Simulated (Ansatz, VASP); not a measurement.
# Al: VASP and Ansatz over several settings

```
Al
1.0
    -1.59122    1.59122    1.59122
     1.59122   -1.59122    1.59122
     1.59122    1.59122   -1.59122
Al
1
Direct
  0.00000 0.00000 0.00000
```

This isn't the form of Al at room conditions, which is fcc.

Single points on this cell with VASP 6.6.1 and Ansatz 0.2.0. Each row is one pair of runs. Alike in all rows: spin: off; VASP's potentials, cutoff: VASP PAW PBE potentials, release 64 (Al), 520 eV; Ansatz's potentials, cutoff: Ansatz PAW, 420 eV.

```csv
level,k mesh,smearing,"gap on the k mesh at the Fermi level (eV), VASP","gap on the k mesh at the Fermi level (eV), Ansatz","pressure (GPa), VASP","pressure (GPa), Ansatz"
PBE0,6 × 6 × 6,"fermi-dirac, width 0.05 eV",none,none,3.2,3.2
PBE,12 × 12 × 12,"gaussian, width 0.012 eV",none,none,3.9,3.9
PBE,12 × 12 × 12,"gaussian, width 0.013 eV",none,none,3.9,3.9
PBE,12 × 12 × 12,"gaussian, width 0.014 eV",none,none,3.9,3.9
PBE,12 × 12 × 12,"gaussian, width 0.015 eV",none,none,3.9,3.9
PBE,12 × 12 × 12,"gaussian, width 0.016 eV",none,none,3.9,3.9
PBE,12 × 12 × 12,"gaussian, width 0.019 eV",none,none,3.9,3.9
PBE,12 × 12 × 12,"gaussian, width 0.021 eV",none,none,3.9,3.9
```

Pressure (GPa): the two programs differ by at most 0.02.

A gap of «none» marks a metal or a gap that the smearing closes.

Caveats: the k mesh is coarse (spacing up to 0.47 Å⁻¹), so the values aren't converged, least of all with exact exchange (some rows); the PAW data sets were made with another functional, which shifts forces and pressure a little (VASP); the PAW data sets come from PBE, with cores solved anew for the run's functional, which leaves a small shift of forces and pressure (Ansatz); the thresholds are loose for stress (Ansatz).
